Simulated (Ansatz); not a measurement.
H2O in its lowest state found on the top face of a (001) slab of Ti (P6_3/mmc (No. 194)), 4 planes, outer planes Ti (top) and Ti (bottom); 1 a cell of 29.91 Å², its atoms last:

```
CELL_PARAMETERS angstrom
5.87692 0.00000 0.00000
-2.93846 5.08956 0.00000
0.00000 0.00000 26.18105
ATOMIC_POSITIONS crystal
Ti 0.33333 0.16667 0.30556
Ti 0.33333 0.66667 0.30556
Ti 0.83333 0.16667 0.30556
Ti 0.83333 0.66667 0.30556
Ti 0.16667 0.33333 0.39438
Ti 0.16667 0.83333 0.39438
Ti 0.66667 0.33333 0.39438
Ti 0.66667 0.83333 0.39438
Ti 0.33009 0.17012 0.48784
Ti 0.32925 0.65809 0.48732
Ti 0.84193 0.17116 0.48727
Ti 0.83305 0.66709 0.48319
Ti 0.16672 0.33326 0.58329
Ti 0.15592 0.82382 0.56807
Ti 0.67561 0.34366 0.56808
Ti 0.67098 0.82968 0.56780
O 0.15700 0.34738 0.66628
H 0.96698 0.27531 0.67166
H 0.23758 0.53890 0.67113
```

Computed with Ansatz 0.2.0, DFT PBE, scalar-relativistic, plane waves, PAW. Plane waves to 420 eV, a k mesh through Γ of 4×4×1 on the computed 19-atom cell and Gaussian smearing (0.10 eV); no spin polarisation. The cell repeats along c with a dipole correction in the vacuum.

The clean top face has a work function of 4.41 eV. Adsorption changes the slab's dipole along +c by Δp = +0.1774 e·Å a cell (+0.85 D an adsorbate).

Q: What change of work function does the Helmholtz equation give?

A: A sheet of dipoles makes a step in an electron's potential energy of −e·Δp/(ε0·A), and e/ε0 = 180.95 eV·Å for Δp in e·Å: −180.95 × (0.1774)/29.91 = -1.07 eV. This is the change of φ(top) − φ(bottom). If the bottom face is unmoved, φ(top) becomes 3.34 eV.

Q: How does that compare with the calculation?

A: φ(top) changes by -1.07 eV and φ(bottom) by 0.00 eV, so their difference changes by -1.07 eV. The bottom face hardly moves.

Q: What does the sign say about the electrons?

A: The change of dipole points out of the surface, so the work function falls. The molecule's own dipole can set this sign. Δp also holds the adsorbate's own dipole and the moves of the surface atoms, so it isn't a charge transfer alone.